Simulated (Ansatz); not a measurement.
Input and command of a calculation in Ansatz (plane waves; scalar-relativistic PAW potentials unless the input names others):

```yaml
crystal:
  lattice:
    - [2.9734341938, -0.0682399372, -5.1472e-05]
    - [-1.5458146161, 2.5354369282, 0.0003470669]
    - [-8.62882e-05, 0.0006220176, 4.8515958208]
  atoms:
    - { symbol: Au, position: [0.3398092287, 0.658005798, 0.7498654] }
    - { symbol: Au, position: [0.6601907713, 0.341994202, 0.2501346] }
basis:
  ecutwfc: "40 Ry/bohr"
kpoints:
  mp_grid: { grid: [12, 12, 8] }
hamiltonian:
  xc: pbe
scf:
  occupations: { method: gaussian, width: 0.15 }
  max_iter: 75
output:
  forces: true
  eigenvalues: true
  stress: true
```

```bash
ansatz run input.yaml --threads 2 --pin off --max-ram 5120MiB --backend cpu --events-out ev --progress --plain --runs-dir out
```

Q: What will the program do with this input?

A: The program refuses it, because of a cutoff in the wrong unit (basis.ecutwfc: 420 → "40 Ry/bohr"). With the sound run's settings it is accepted.

Abridged log:
```
Error: YAML parse error: error: line 10 column 12: unknown unit factor `Ry/bohr`
  --> <input>:10:12
   |
 8 |     - { symbol: Au, position: [0.6601907713, 0.341994202, 0.2501346] }
 9 | basis:
10 |   ecutwfc: "40 Ry/bohr"
   |            ^ unknown unit factor `Ry/bohr`
11 | kpoints:
12 |   mp_grid: { grid: [12, 12, 8] }
   |
```